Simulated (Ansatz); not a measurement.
Rb:

```
Rb
1.0
    -2.68559    2.68559    2.68559
     2.68559   -2.68559    2.68559
     2.68559    2.68559   -2.68559
Rb
1
Direct
  0.00000 0.00000 0.00000
```

The cell isn't the ideal one: cell squeezed.

* Program: Ansatz 0.2.0
* Task: relaxation of cell and atoms
* Functional: rPW86-PBE
* Potentials or basis: all-electron PAW datasets made for the crystal
* k mesh: 7 × 7 × 7
* Occupations: gaussian, width 0.15 eV
* Spin: collinear spin, random start
* Starting moments: [0.44] μB

At the start: volume 77.48 Å³/atom.

**Question.** Where does the relaxation end?

**Answer.** Over 5 steps the energy falls by 14.4 meV/atom and the volume is 88.17 Å³/atom (+13.8 %); space group Im-3m (No. 229, to 0.05 Å); moment 0.00 μB per cell.

Step by step:
```csv
step,energy change (eV),largest force (eV/Å),volume (Å³)
1,0.0000,0.0000,77.48
2,-0.0032,0.0000,78.63
3,-0.0140,0.0000,86.53
4,-0.0143,0.0000,88.17
5,-0.0144,0.0000,88.17
```

Final structure:
```cif
data_structure
_symmetry_space_group_name_H-M 'P 1'
_symmetry_Int_Tables_number 1
_cell_length_a 4.8564
_cell_length_b 4.8564
_cell_length_c 4.8564
_cell_angle_alpha 109.471
_cell_angle_beta 109.471
_cell_angle_gamma 109.471
_cell_volume 88.17
loop_
_atom_site_label
_atom_site_type_symbol
_atom_site_fract_x
_atom_site_fract_y
_atom_site_fract_z
_atom_site_occupancy
Rb1 Rb 0.00000 0.00000 0.00000 1
```

Caveat: the program listed the state as in doubt; the starting moments weren't kept.
